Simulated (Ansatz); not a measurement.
Set up this calculation in Ansatz 0.2.0, as the native input.

```yaml
Task: relaxation of cell and atoms
Functional: RPBE
Potentials_or_basis: Ansatz PAW
Cutoff: "420 eV (not typed: the program's choice for these potentials)"
k_mesh: 9 × 9 × 9
Occupations: fermi-dirac, width 0.05 eV
Spin: collinear spin, ferromagnetic start
Starting_moments: "[1.0, 0.0, 0.0] μB"
```

Si2Ni:

```
Ni Si
1.0
     0.00000    2.70300    2.70300
     2.70300    0.00000    2.70300
     2.70300    2.70300    0.00000
Ni Si
1 2
Direct
  0.00000 0.00000 0.00000
  0.75000 0.75000 0.75000
  0.25000 0.25000 0.25000
```

One way to write it, as run:

input.yaml

```yaml
crystal:
  lattice:
    - [0.0, 2.703, 2.703]
    - [2.703, 0.0, 2.703]
    - [2.703, 2.703, 0.0]
  atoms:
    - { symbol: Ni, position: [0.0, 0.0, 0.0], spin: 1.0 }
    - { symbol: Si, position: [0.75, 0.75, 0.75] }
    - { symbol: Si, position: [0.25, 0.25, 0.25] }
hamiltonian:
  xc: rpbe
  pseudopotentials: { kind: paw }
magnetization:
  spin_polarized: true
kpoints:
  mp_grid: { grid: [9, 9, 9] }
scf:
  occupations: { method: fermi_dirac, width: 0.05 }
output:
  forces: true
  stress: true
  write_density: true
  write_potential: true
  elf: true
  volumetric_format: npy
relax:
  f_tol: 0.01
  max_steps: 40
  cell: { stress_tol: 0.05 }
```

Potentials or basis: Ansatz PAW.

Launch:

```bash
$ ansatz run input.yaml --threads 2 --pin off --max-ram 5632MiB --backend cpu --events-out ev --progress --plain --runs-dir out
```

Results of the run:

```json
{
  "Relaxed volume": "13.75 Å³/atom",
  "Relaxed cell": "a = 3.878 Å, b = 3.878 Å, c = 3.878 Å, α = 60.00°, β = 60.00°, γ = 60.00°",
  "Space group after relaxing (to 0.05 Å)": "Fm-3m (No. 225)",
  "Energy gained by relaxing": "11.5 meV/atom",
  "Ionic steps": "5",
  "Pressure after relaxing": "0.0 GPa",
  "Band gap on the k mesh": "none (metal or under the smearing width)",
  "Net moment": "0.00 μB per cell",
  "Absolute moment": "0.00 μB per cell"
}
```

Caveat: the plane-wave basis is chosen anew once the cell has moved, so the energies of steps on either side of that aren't comparable; the PAW data sets come from PBE, with cores solved anew for the run's functional, which leaves a small shift of forces and pressure; the starting moments weren't kept.

It took 11 s on 2 threads of Arm Neoverse V1, with other jobs on the host, peak memory 0.35 GiB.
